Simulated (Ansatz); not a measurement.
## MgO (Fm-3m): gap against strain (uniaxial along y, other directions held)

A 2-atom cell of MgO started from a crystallographic database, relaxed with r2SCAN in Ansatz, then strained (uniaxial along y, other directions held; changes of length per length, axes as in the cell below) with the atoms relaxed again within the symmetry that is left. The symmetry is Fm-3m (No. 225, cubic); a = 4.204 Å in the conventional setting, 9.29 Å³ an atom. Mg has 6 O at 2.10 Å; O has 6 Mg at 2.10 Å. No spin polarisation and no zero-point or thermal motion.

```
Mg O
1.0
     0.00000    2.10217    2.10217
     2.10217    0.00000    2.10217
     2.10217    2.10217    0.00000
Mg O
1 1
Direct
  0.00000 0.00000 0.00000
  0.50000 0.50000 0.50000
```

Gaps are the least over each mesh (PBE 10×10×10, r2SCAN 10×10×10, HSE06 8×8×8 when unstrained) and the special points, which keep their unstrained names; stress is the change from the unstrained cell, compression positive.

```csv
strain (%),"gap, PBE (eV)","gap, r2SCAN (eV)","gap, HSE06 (eV)","edges, HSE06","stress along the strain, r2SCAN (GPa)","energy rise, r2SCAN (meV/atom)"
0.0,4.797,5.685,6.541,Γ,0.00,0.0
+1.49,4.631,5.513,6.354,Γ,-4.23,1.9
+5.31,4.230,5.093,5.900,Γ,-11.96,20.5
+5.99,4.162,5.022,5.823,Γ,-12.95,25.4
```

The meshes of the hybrids are coarse, so their gaps aren't converged to the digits shown.
